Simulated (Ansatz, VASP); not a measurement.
**SnO: VASP beside Ansatz**

Contents of POSCAR:

```
SnO
1.0
    0.0000000000      2.5661484485      2.5661484485
    2.5661484485      0.0000000000      2.5661484485
    2.5661484485      2.5661484485      0.0000000000
Sn O
1 1
Direct
    0.0000000000      0.0000000000      0.0000000000
    0.5000000000      0.5000000000      0.5000000000
```

File INCAR.step1:

```
PREC = Accurate
ENCUT = 520
ISMEAR = -1
SIGMA = 0.02
LREAL = False
LASPH = True
NELM = 100
NBANDS = 17
GGA = PE
ALGO = Normal
EDIFF = 1E-4
LWAVE = True
LCHARG = False
```

File INCAR.step2:

```
PREC = Accurate
ENCUT = 520
EDIFF = 1E-6
ISMEAR = -1
SIGMA = 0.02
LREAL = False
LASPH = True
NELM = 100
ALGO = Normal
ISIF = 2
LWAVE = False
LCHARG = False
METAGGA = R2SCAN
LMIXTAU = True
NBANDS = 17
ISTART = 1
```

File KPOINTS:

```
Automatic mesh
0
Gamma
  8 8 8
```

Input for Ansatz:

```yaml
crystal:
  lattice:
    - [0.0, 2.5661484485, 2.5661484485]
    - [2.5661484485, 0.0, 2.5661484485]
    - [2.5661484485, 2.5661484485, 0.0]
  atoms:
    - { symbol: Sn, position: [0.0, 0.0, 0.0] }
    - { symbol: O, position: [0.5, 0.5, 0.5] }
kpoints:
  mp_grid: { grid: [8, 8, 8] }
  band_path:
    path:
      - [0.0, 0.0, 0.0]
      - [0.5, 0.0, 0.5]
      - [0.625, 0.25, 0.625]
      - [0.375, 0.375, 0.75]
      - [0.5, 0.5, 0.5]
      - [0.5, 0.25, 0.75]
      - [0.5, 0.425, 0.575]
      - [-0.135335, -0.006429, 0.429525]
      - [-0.085205, 0.064372, 0.487712]
    npoints: 1
hamiltonian:
  xc: r2scan
scf:
  occupations: { method: fermi_dirac, width: 0.02 }
  n_extra_bands: 4
output:
  forces: true
  stress: true
  eigenvalues: true
  write_density: true
  write_potential: true
  elf: true
  volumetric_format: npy
```

Change from the starting cell: hydrostatic strain +1.1%.

Alike in both runs: task single point; functional r2SCAN; k mesh 8 × 8 × 8; occupations fermi-dirac, width 0.02 eV; no spin polarisation.

|  | VASP | Ansatz |
| --- | --- | --- |
| version | VASP 6.6.1 | Ansatz 0.2.0 |
| potentials or method | VASP PAW PBE potentials, release 64 (Sn_d, O) | plane waves, PAW |
| plane-wave cutoff (eV) | 520 | 500 |
| valence electrons in the cell | 20 | 20 |

|  | VASP | Ansatz | Ansatz less VASP |
| --- | --- | --- | --- |
| gap on the k mesh at the Fermi level (eV) | 0.99 | 0.99 | 0.000 |
| pressure (GPa) | -3.1 | -3.2 | -0.13 |

Caveats: the PAW data sets were made with another functional, which shifts forces and pressure a little (VASP); spin-orbit coupling is left out, which moves the levels of the heavy elements. A k mesh can miss the band edges.
